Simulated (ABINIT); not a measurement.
The system is SnO.

```
Sn O
1.0
     3.35500    0.00000    0.00000
     0.00000    5.67410    0.00000
     0.00000    0.00000    4.22197
Sn O
2 2
Direct
  0.50000 0.76809 0.01314
  0.00000 0.23191 0.51314
  0.50000 0.10875 0.23686
  0.00000 0.89125 0.73686
```

The cell comes from a database or a generator and needn't be the stable form of this composition.

```yaml
Program: ABINIT 10.8.3 (patched build)
Task: relaxation of cell and atoms
Functional: LDA
Potentials_or_basis: JTH PAW LDA v2.0
Cutoff: 626 eV
k_mesh: 7 × 4 × 5
Occupations: fermi-dirac, width 0.05 eV
Spin: no spin polarisation
```

At the start: pressure -5.6 GPa; volume 20.09 Å³/atom.

Q: Where does the relaxation end?

A: Over 29 steps the energy falls by 34.4 meV/atom and the volume is 17.35 Å³/atom (-13.7 %); space group Pmn2_1 (No. 31, to 0.05 Å).

Step by step:
```csv
step,energy change (eV),largest force (eV/Å),pressure (GPa),volume (Å³)
1,0.0000,0.7582,-5.63,80.37
2,-0.0528,0.4063,-3.98,79.00
3,-0.0948,0.3637,-0.09,76.11
4,-0.0978,0.2882,-0.35,76.12
5,-0.1102,0.0279,-0.84,75.29
6,-0.1131,0.0604,-0.51,74.50
7,-0.1141,0.0717,-0.16,74.04
8,-0.1148,0.0728,0.08,73.72
9,-0.1165,0.0905,0.42,73.07
10,-0.1188,0.1147,0.59,72.34
11,-0.1208,0.1036,0.44,71.73
12,-0.1217,0.0878,0.11,71.77
13,-0.1222,0.0726,-0.16,71.97
14,-0.1226,0.0661,-0.30,72.01
15,-0.1237,0.0659,-0.45,71.90
16,-0.1250,0.1033,-0.42,71.49
17,-0.1266,0.1261,-0.19,70.82
18,-0.1285,0.1051,0.15,69.99
19,-0.1301,0.0398,0.42,69.17
20,-0.1309,0.0117,0.36,69.05
21,-0.1316,0.0478,0.12,69.32
22,-0.1319,0.0608,-0.01,69.48
23,-0.1325,0.0742,-0.18,69.66
24,-0.1338,0.1000,-0.38,69.79
25,-0.1359,0.1050,-0.49,69.84
26,-0.1370,0.0436,-0.37,70.10
27,-0.1375,0.0169,-0.12,69.68
28,-0.1377,0.0046,0.03,69.40
29,-0.1377,0.0029,0.02,69.39
```

Final structure:
```xyz
4
Lattice="3.2871 0.0000 0.0000 0.0000 5.6693 0.0000 0.0000 0.0000 3.7237" Properties=species:S:1:pos:R:3 pbc="T T T"
Sn    1.6435    4.3308    0.1214
Sn    0.0000    1.3386    1.9833
O     1.6435    0.6609    0.8095
O     0.0000    5.0085    2.6714
```
